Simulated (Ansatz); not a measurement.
## Ir: pressure against volume

Ir, P6_3/mmc, a = 2.719 Å, c = 4.408 Å. This isn't the element's structure at ambient conditions. Ansatz: PBEsol, PAW, 420 eV, Γ-centred 18×18×10 mesh on 2 atoms, Gaussian smearing 0.10 eV; no spin polarisation. Shape and atoms are relaxed at each volume; pressure is positive in compression.

| V (Å³/atom) | P (GPa) |
| --- | --- |
| 13.265 | 27.68 |
| 13.688 | 12.59 |
| 14.111 | -0.01 |
| 14.535 | -10.51 |
| 14.958 | ? |

Take V0 = 14.111 Å³/atom, count pressures from its P0 = -0.01 GPa, fit the third-order Birch–Murnaghan form to the other rows, and predict the missing pressure.

With the Eulerian strain f = ½[(V0/V)^(2/3) − 1] and y = (P − P0)/[3f(1 + 2f)^(5/2)], the form is the line y = B0 + 1.5 B0 (B0′ − 4) f. Rows (f, y): 0.02104, 395.7; 0.01025, 389.5; -0.00977, 376.4. Means f = 0.007173, y = 387.20; Σ(Δf)² = 0.0004888, ΣΔfΔy = 0.3079; the slope is their ratio. y = 382.7 + 629.9 f GPa, so B0 = 382.7 GPa and B0′ = 4 + 2 × (629.9)/(3 × 382.7) = 5.10. At V = 14.958, f = -0.01906, y = 370.69 and P = -19.24 GPa. The run gave -19.26 GPa, so the fit is 0.02 GPa too high, within twice the rms miss on the fitted rows (0.01 GPa). The form still works here, 33 % of the fitted range beyond its end.

Spin–orbit coupling is left out, which can shift energies with elements as heavy as these.